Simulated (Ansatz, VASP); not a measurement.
## Two plane-wave programs on LiCl

```
Li Cl
1.0
     0.00000    2.49599    2.49599
     2.49599    0.00000    2.49599
     2.49599    2.49599    0.00000
Li Cl
1 1
Direct
  0.00000 0.00000 0.00000
  0.50000 0.50000 0.50000
```

Alike in both runs: task single point; functional PBE; k mesh 8 × 8 × 8; occupations gaussian, width 0.02 eV; no spin polarisation.

```csv
,VASP,Ansatz
version,VASP 6.6.1,Ansatz 0.2.0
potentials or method,"VASP PAW PBE potentials, release 64 (Li_sv, Cl)","scalar-relativistic, plane waves, PAW"
plane-wave cutoff (eV),520,420
valence electrons in the cell,10,10
```

```tsv
	VASP	Ansatz	Ansatz less VASP
gap on the k mesh at the Fermi level (eV)	6.84	6.82	-0.018
least direct gap on the mesh (eV)	6.84	6.83	-0.013
```

With one functional, cell and mesh, what is left measures potentials, basis and numerics.

 A k mesh can miss the band edges. A hybrid or GW would open this gap; PBE tends to underestimate it.
